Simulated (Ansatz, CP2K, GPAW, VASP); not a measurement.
## Sc: 4 runs at one level of theory

```
CELL_PARAMETERS angstrom
3.30900 0.00000 0.00000
-1.65450 2.86568 0.00000
0.00000 0.00000 5.27330
ATOMIC_POSITIONS crystal
Sc 0.66667 0.33333 0.75000
Sc 0.33333 0.66667 0.25000
```

Alike in all runs: task single point; functional PBE; k mesh 9 × 9 × 5; occupations gaussian, width 0.1 eV; no spin polarisation; no spin-orbit coupling. Pressure is positive in compression and, in plane waves, holds the error of the finite cutoff.

| program and potentials | plane-wave cutoff (eV) | notes | pressure (GPa) |
| --- | --- | --- | --- |
| Ansatz, all-electron LAPW, scalar-relativistic | - | - | -0.69 |
| GPAW, GPAW PAW data sets (gpaw-data 1.2.1) | 600 | - | -0.79 |
| VASP, PBE PAW files Sc_sv, 500 eV | 500 | - | -0.67 |
| CP2K, POTENTIAL_UZH Sc GTH-PBE-q11; TZVP-MOLOPT-PBE-GTH basis | - | atomic basis | -0.78 |

The pressure spans -0.79 (GPAW, GPAW PAW data sets (gpaw-data 1.2.1)) to -0.67 GPa (VASP, PBE PAW files Sc_sv, 500 eV), with all-electron results at -0.69. Rows in atomic bases carry the error of their basis and grid, which can be large.

The functional is the same throughout but for its coding, so the spread measures potentials, basis and numerics; runs on potential files found faulty are left out.
